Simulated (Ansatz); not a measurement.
## CdS and the effect of spin-orbit coupling

```cif
data_structure
_symmetry_space_group_name_H-M 'P 1'
_symmetry_Int_Tables_number 1
_cell_length_a 4.1500
_cell_length_b 4.1500
_cell_length_c 6.7370
_cell_angle_alpha 90.000
_cell_angle_beta 90.000
_cell_angle_gamma 120.000
_cell_volume 100.48
loop_
_atom_site_label
_atom_site_type_symbol
_atom_site_fract_x
_atom_site_fract_y
_atom_site_fract_z
_atom_site_occupancy
Cd1 Cd 0.66667 0.33333 0.50000 1
Cd2 Cd 0.33333 0.66667 0.00000 1
S1 S 0.66667 0.33333 0.87500 1
S2 S 0.33333 0.66667 0.37500 1
```

Kept alike: task band structure; functional PBEsol; k mesh 7 × 7 × 4; occupations fermi-dirac, width 0.05 eV. Program: Ansatz, Ansatz PAW, cutoff 420 eV. The mesh is that of the run's cell of 4 atoms.

| spin-orbit coupling | band gap (eV) |
| --- | --- |
| off | 1.056 |
| on | 1.041 |

Gaps are the smaller of the mesh's and the band path's. All rows use potentials made for PBE.

Task: What does spin-orbit coupling change here?

Result: The band gap runs from 1.041 (on) to 1.056 eV (off). Spin-orbit coupling splits p and d bands at the edges, and the more so the heavier the atoms.
